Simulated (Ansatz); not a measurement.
All numbers below come from DFT PBE, scalar-relativistic, plane waves, PAW in Ansatz. All cells share a 420 eV cutoff and Γ-centred k meshes spaced at most about 0.3 Å⁻¹ (2π included). No spin polarisation.

Each guess is relaxed in cell and atoms at zero pressure, on a coarse mesh first where it starts far from rest and then on a converged one. The steps can't lower the symmetry of the start, but it can rise. Energies are static (0 K, no zero-point motion).

This guess for MgS isn't its lowest structure:

```yaml
crystal:
  lattice:
    - [4.61982, 0.00000, 0.00000]
    - [0.00000, 1.43208, 2.62095]
    - [0.00000, -1.43208, 2.62095]
  atoms:
    - { symbol: Mg, position: [0.50000, 0.66056, 0.66056] }
    - { symbol: S, position: [0.00000, 0.33944, 0.33944] }
```

Q: Where does the relaxation end?

A: Amm2 at 17.3 Å³/atom → P-6m2 (tungsten carbide type) at 18.7 Å³/atom. Conventional cell: a = 3.611 Å, c = 3.305 Å. Mg has 6 S at 2.66 Å; around S lie 6 Mg at 2.66 Å.

```
CELL_PARAMETERS angstrom
3.61091 0.00000 0.00000
-1.80545 3.12714 0.00000
0.00000 0.00000 3.30526
ATOMIC_POSITIONS crystal
Mg 0.00000 0.00000 0.50000
S 0.66667 0.33333 0.00000
```

Q: Compare it with the lowest MgS structure at this level.

A: It lies 249 meV/atom above the lowest of the 13 forms computed, a structure that the Crystallography Open Database (COD) lists, of the rock salt type. Space group Fm-3m (No. 225), cubic, a = 5.230 Å. Around Mg lie 6 S at 2.62 Å; S has 6 Mg at 2.62 Å. That form has 17.9 Å³/atom and a gap of 2.76 eV on its mesh; the guess's end has 1.15 eV. Counting S atoms around Mg (those within 1.25 times the shortest such distance or 1.15 times the sum of covalent radii), the guess's end and the lowest form both have Mg 6.

Kohn–Sham gaps at this level usually fall short of measured ones. Some types were kept out of the candidates beforehand, so the set may lack a known form.
